Q: I need the band gap of a hexagonal form of diamond, and every functional gives me another number. The crystal is the same each time. What am I comparing?

A: You are comparing approximations to exchange and correlation, the part of the electrons' interaction that each functional treats in its own way. Each one places the empty levels at a different height above the filled ones. The cell is fixed, so none of the spread comes from a change of volume or bond length. It is the four-layer hexagonal stacking of carbon, in which each atom has four neighbours as in ordinary diamond.

ABINIT 10.8.3, Kohn-Sham DFT with PAW datasets for four-layer hexagonal diamond (P6_3/mmc, 8 atoms) in one fixed cell, without spin polarisation or spin-orbit coupling. The k mesh is 12 × 12 × 4, with Fermi-Dirac smearing of 0.05 eV; both gaps are taken from bands along the path Γ–M–K–Γ–A–L–H–A.

```
functional        potentials  wave cutoff  gap on path (eV)  direct gap on path (eV)
       LDA  JTH-PAW-LDA-v2.0   544.228 eV             4.373                    5.137
       PBE  JTH-PAW-PBE-v2.0   517.016 eV             4.411                    5.184
    PBEsol  JTH-PAW-PBE-v2.0   517.016 eV             4.268                    5.126
    r2SCAN  JTH-PAW-PBE-v2.0   625.862 eV             4.610                    5.440
    LDA-PZ  JTH-PAW-LDA-v2.0   544.228 eV             4.366                    5.134
   LDA-VWN  JTH-PAW-LDA-v2.0   544.228 eV             4.375                    5.138
    TB-mBJ  JTH-PAW-LDA-v2.0   625.862 eV                 ?                        ?
```

Q: There are two gaps. Which one is the band gap?

A: "Gap on path" is the lowest empty level less the highest filled level, wherever on the path each of them lies. "Direct gap on path" requires both to have the same crystal momentum. In the six known rows the direct gap is larger by 0.76 to 0.86 eV, so the material is an indirect insulator. In those rows a search over the regular k mesh gives the same lowest gap to about 1 meV.

Q: I tried to read the rows as a ladder. LDA uses only the local density, PBE adds its gradient, and the gap grows. More gradient, more gap?

A: PBEsol breaks that rule. Its exchange depends on the gradient less strongly than that of PBE, so your ladder would put it between LDA and PBE, but it has the smallest gap of the six. It lies 0.14 eV below PBE with the same potentials and cutoff, so that difference comes from changing the functional, although the potentials were made for PBE and not for PBEsol. The comparison with LDA is less clean, because the potentials and the cutoff change as well.

Q: And r2SCAN? It stands well above the others.

A: It is 0.20 eV above PBE. Besides the density and its gradient, r2SCAN uses the kinetic-energy density, which measures how rapidly the orbitals vary in space. Its operator therefore depends on the orbitals and can act differently on filled and empty states, which often widens a gap. That is an argument from theory, and the table does not isolate it: the r2SCAN run also had a higher cutoff, used potentials made for PBE, and warned that some densities were too low and had been reset.

Q: The row with question marks is TB-mBJ. Does it work in the same way?

A: It uses the same ingredient differently. TB-mBJ is an ordinary potential, the same function of position for every electron, but its shape is designed to give better gaps. Think of the crystal as a landscape. The filled states sit mostly in the bonds, while the empty antibonding states have more of their weight away from the bond centres. If you deepen the bonds relative to the spaces between them, the two groups of levels move apart.

Q: How does a formula know where the bonds are?

A: Through the density and the kinetic-energy density. The exchange part of the potential is

v(r) = c · v_BR(r) + (3c − 2) · K · √(t(r)/ρ(r))

Here v_BR is the attractive Becke-Roussel potential, the pull on an electron from a model of the hole that exchange digs around it. The density is ρ, the kinetic-energy density is t, and K is a positive constant. The number c has a single value for the whole crystal, obtained from the average of |∇ρ|/ρ, so a strongly varying density gives a larger c.

Q: What happens when c grows?

A: Each unit of c adds v_BR + 3K√(t/ρ). In a uniform electron gas these two terms cancel, so c has no effect there. In the middle of a covalent bond the density is high and the bonding orbitals are rather flat, so the attractive term tends to win and the potential falls. Where the density thins out, the positive term tends to win and the potential rises. This is an argument from the formula; the results here contain no map of the potential to confirm it.

Q: So the gap should open. By how much?

A: The argument gives a direction but no size, so I borrow the size from a close relative. For cubic diamond I recall roughly 4.9 eV with TB-mBJ and 4.1 eV with LDA, an opening of 0.8 eV. The local bonding is nearly the same in both crystals, so I add that opening to the LDA gap of this one:

4.373 eV + 0.8 eV ≈ 5.17 eV

No number in this estimate was adjusted to the table, apart from taking its LDA row as the starting point.

Q: How far would you trust it?

A: My range is 4.77 to 5.57 eV. It is a judgement, not a statistical error. The stacking differs, the borrowed opening is rough, and c has to be computed with atomic PAW spheres that slightly overlap at this bond length.

Q: Can I add the same 0.8 eV to the direct gap?

A: Yes, as a first guess, and it gives 5.94 eV. I put the range at 5.44 to 6.44 eV, wider than before, because the known rows warn against a rigid shift. From PBE to r2SCAN the lowest gap grows by 0.20 eV but the direct gap by 0.26 eV. I also expect both TB-mBJ gaps to be the largest in the table and the lowest one to remain indirect.

Q: Could TB-mBJ simply land on r2SCAN? Both use the kinetic-energy density.

A: That is a fair alternative, and it predicts 4.61 eV for the lowest gap and 5.44 eV for the direct one. I prefer the larger values because a shared ingredient does not imply an equal effect. r2SCAN comes from an energy expression that must also describe bonding well, whereas the TB-mBJ potential was built with gaps in view.

Q: Then let us see the computed row.

The withheld rows as computed:

```
functional        potentials  wave cutoff  gap on path (eV)  direct gap on path (eV)
    TB-mBJ  JTH-PAW-LDA-v2.0   625.862 eV             5.381                    6.271
```

Q: Both values are inside your ranges. Is the estimate good?

A: The direction and the order are right: both gaps are the largest in the table, and the lowest one is still indirect. The sizes are too small. My forecast is 0.21 eV low for the lowest gap and 0.33 eV low for the direct gap.

Q: But 0.21 eV is only four per cent of the gap.

A: That percentage flatters me, because most of the gap was already in the LDA row. What I really predicted was the opening. I said 0.8 eV and the calculation gives 1.01 eV, so I missed about a fifth of it. For the direct gap the computed opening is 1.13 eV, and I missed nearly a third.

Q: Where did the missing part go?

A: Some of it may be the rounding of my two recalled gaps, but that accounts for at most 0.1 eV. The rest could come from the different stacking, from the way c is obtained in this calculation, or from my recalled values being less accurate than their digits suggest. The TB-mBJ run also used potentials made for LDA, and its cutoff was higher than that of the LDA run. Like the r2SCAN run, it warned that some densities were too low and had been reset. That could matter for a potential that divides by the density. I do not have the value of c, and there is no cubic diamond row at the same settings, so I can't divide the miss among these causes.

Q: Why is the direct gap worse?

A: There I can at least separate one part. The direct gap opened by 1.134 − 1.008 = 0.126 eV more than the lowest gap, and a rigid shift leaves that out by construction. States at different crystal momenta are spread differently over bonds and open spaces, so a reshaped potential need not move them equally. The band energies at each momentum would show which states moved most, and the orbitals might show why, but the table has neither.

Q: And the idea that TB-mBJ would match r2SCAN?

A: It fails by 0.77 eV for the lowest gap and 0.83 eV for the direct gap, far more than my estimate does. The printed output after this exchange lists both sets of misses. The result does not prove my picture of deepened bonds, since I took the size of the opening from another crystal. It does show that using the kinetic-energy density is not enough to fix the size of the effect.

Q: In the end I want one number. Do I take the largest?

A: Not because it is the largest. Semilocal functionals such as LDA and PBE usually give gaps that are too small, which is a good reason to consider TB-mBJ. But this table has no measured gap to judge it by, and the cell was not relaxed. TB-mBJ also has no energy expression of its own, so it can't find the equilibrium structure for you. Choose the structure with another method, compute the gap on it, and state the functional beside the number: in this one crystal, going from LDA to TB-mBJ changes the gap by 1 eV.

Numerical output:

```
Largest difference between path gap and mesh gap in known rows (eV): 0.000934
LDA-VWN less LDA-PZ, gap (eV): 0.009
PBE less LDA, gap (eV): 0.038
PBEsol less LDA, gap (eV): -0.105
PBEsol less PBE, gap (eV): -0.143
PBEsol less PBE, direct gap (eV): -0.058
r2SCAN less PBE, gap (eV): 0.199
r2SCAN less PBE, direct gap (eV): 0.256
r2SCAN less LDA, gap (eV): 0.237
Smallest direct less indirect gap in known rows (eV): 0.763
Largest direct less indirect gap in known rows (eV): 0.858
Recalled shift from LDA to TB-mBJ in cubic diamond (eV): 0.8
Forecast TB-mBJ gap (eV): 5.173
Lower end of gap forecast (eV): 4.773
Upper end of gap forecast (eV): 5.573
Computed TB-mBJ gap (eV): 5.381
Gap miss, forecast less computed (eV): -0.208
Forecast TB-mBJ direct gap (eV): 5.937
Lower end of direct gap forecast (eV): 5.437
Upper end of direct gap forecast (eV): 6.437
Computed TB-mBJ direct gap (eV): 6.271
Direct gap miss, forecast less computed (eV): -0.334
Computed TB-mBJ less LDA, gap (eV): 1.008
Computed TB-mBJ less LDA, direct gap (eV): 1.134
Computed TB-mBJ direct less indirect gap (eV): 0.89
Rival miss for gap, r2SCAN value less computed TB-mBJ (eV): -0.771
Rival miss for direct gap, r2SCAN value less computed TB-mBJ (eV): -0.831
```
